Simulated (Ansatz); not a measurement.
# Sn: the cost of one run

Program: Ansatz 0.2.0. Level of theory: DFT PBE, scalar-relativistic, plane waves, PAW. These are calculated values, not measurements.

3 further runs of the same task are left out: 3 set aside as unsound or not needed.

### 1 The structure to begin with

It takes space group P6_3/mmc (No. 194, hexagonal). Conventional cell: a = 2.492 Å, b = 2.492 Å, c = 8.093 Å, α = 90.00°, β = 90.00°, γ = 120.00°. Co (site symmetry -3m) has 12 Co at 2.48 to 2.49 Å as nearest neighbours. Around Co (site symmetry -6m2) lie 12 Co at 2.48 to 2.49 Å.

Coordinates:

```
Co
1.0
     2.49160    0.00000    0.00000
    -1.24580    2.15778    0.00000
     0.00000    0.00000    8.09332
Co
4
Direct
  0.00000 0.00000 0.00000
  0.33333 0.66667 0.25000
  0.00000 0.00000 0.50000
  0.66667 0.33333 0.75000
```

It goes back to an entry of the Materials Project.

It is the result of an earlier relaxation at this level (volume 10.88 Å³/atom; gap on the mesh: none (metal), site moments up to 1.7 μB).

### 2 Swap Co → Sn

Sn starts from the relaxed positions of Co, with all lengths scaled by 1.068, a guess from tabulated radii.

### 3 A first look at the start (Sn)

File input.yaml:

```yaml
crystal:
  lattice:
    - [2.6617727479, 0.0, 0.0]
    - [-1.330886374, 2.3051628188, 0.0]
    - [0.0, 0.0, 8.6460968562]
  atoms:
    - { symbol: Sn, position: [0.0, 0.0, 0.0] }
    - { symbol: Sn, position: [0.3333333333, 0.6666666667, 0.25] }
    - { symbol: Sn, position: [0.0, 0.0, 0.5] }
    - { symbol: Sn, position: [0.6666666667, 0.3333333333, 0.75] }
basis:
  ecutwfc: 420
kpoints:
  mp_grid: { grid: [6, 6, 2] }
hamiltonian:
  xc: pbe
scf:
  occupations: { method: gaussian, width: 0.1 }
output:
  forces: true
  stress: true
  eigenvalues: true
```

Command:

```bash
$ ansatz run input.yaml --threads 1 --pin off --max-ram 2560MiB --backend cpu --events-out ev --progress --plain --runs-dir out
```

**Question.** How long does this run take on 1 thread of Intel Xeon Platinum 8259CL at 2.50GHz (Skylake/Cascade Lake), shared host, and how much memory does it need?

About 1.8 s, with a peak of 0.36 GiB.
